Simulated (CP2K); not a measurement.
Runs of CP2K 2026.2 on SiO2. The structure is tetragonal, space group P4_32_12 (No. 96). The conventional cell has a = 4.976 Å, b = 4.976 Å, c = 6.901 Å, α = 90.00°, β = 90.00°, γ = 90.00°. Around Si (site symmetry 2) lie 4 O at 1.61 Å. O (site symmetry 1) has 2 Si at 1.61 Å as nearest neighbours. The cell comes from a database or a generator and needn't be the stable form of this composition.

| level | cutoff of the non-local correlation (Ry) | pressure (GPa) | largest force (eV/Å) |
| --- | --- | --- | --- |
| vdW-DF2 | 300 | 4.5 | (c) |
| LDA | - | 3.8 | 0.36 |
| PBEsol | - | 4.3 | 0.37 |
| OLYP | - | 3.4 | - |
| BEEF-vdW | 300 | (b) | - |
| MS2 | - | (a) | 0.19 |

Alike in all rows: task band structure; potentials or basis POTENTIAL_UZH Si GTH-PBE-q4, O GTH-PBE-q6; DZVP-MOLOPT-PBE-GTH basis; no spin polarisation; cell as given; k mesh 4 × 4 × 3; smearing fermi-dirac 0.05 eV.

Problem. Estimate the missing entries.

Solution. (a) 0.8; (b) 2.3; (c) 0.38.

Caveats: the potentials were made for another functional, which shifts forces and pressure; the basis of atomic orbitals isn't converged, which shifts pressures, moduli and gaps; the forces don't sum to zero, a sign of grid noise (some runs).

Runs at the PBE level aren't shown here.
